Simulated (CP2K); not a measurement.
Pd under changes of volume

One of the cells (14.750 Å³/atom); the others are scaled copies at fixed shape and fractional positions:

```xyz
1
Lattice="2.7528 0.0000 0.0000 1.3764 2.3840 0.0000 1.3764 0.7947 2.2476" Properties=species:S:1:pos:R:3 pbc="T T T"
Pd    0.0000    0.0000    0.0000
```

| Property | Result |
| --- | --- |
| Program | CP2K 2026.2 |
| Functional | r2SCAN |
| Potentials or basis | POTENTIAL_UZH Pd GTH-SCAN-q18; TZVP-MOLOPT-SCAN-GTH basis |
| Density cutoff | 9184 eV |
| k mesh | 12 × 12 × 12 |
| Occupations | fermi-dirac, width 0.0259 eV |
| Spin | no spin polarisation |

| volume (Å³/atom) | energy over the lowest point (meV/atom) | pressure (GPa) |
| --- | --- | --- |
| 13.865 | ? | ? |
| 14.160 | 66.33 | 19.1 |
| 14.455 | 36.45 | 13.5 |
| 14.750 | 16.17 | 8.6 |
| 15.045 | 4.36 | 4.3 |
| 15.340 | 0.00 | 0.5 |
| 15.635 | 2.20 | -2.8 |

Q: What does the run at 13.865 Å³/atom give?

A: Energy over the lowest point 107.07 meV/atom; pressure 25.4 GPa.

Worked out: A Birch-Murnaghan fit of order 3 (a polynomial in V^(-2/3)) to the other rows has its minimum at 15.38 Å³/atom with B0 = V·E''(V) = 182 GPa and B' = 5.7. It gives 107.12 meV/atom at 13.865 Å³/atom, against the run's 107.07, and -dE/dV = 25.4 GPa, against 25.4.

Energies are extrapolated to zero smearing.

Caveats: the basis of atomic orbitals isn't converged, which shifts pressures, moduli and gaps.
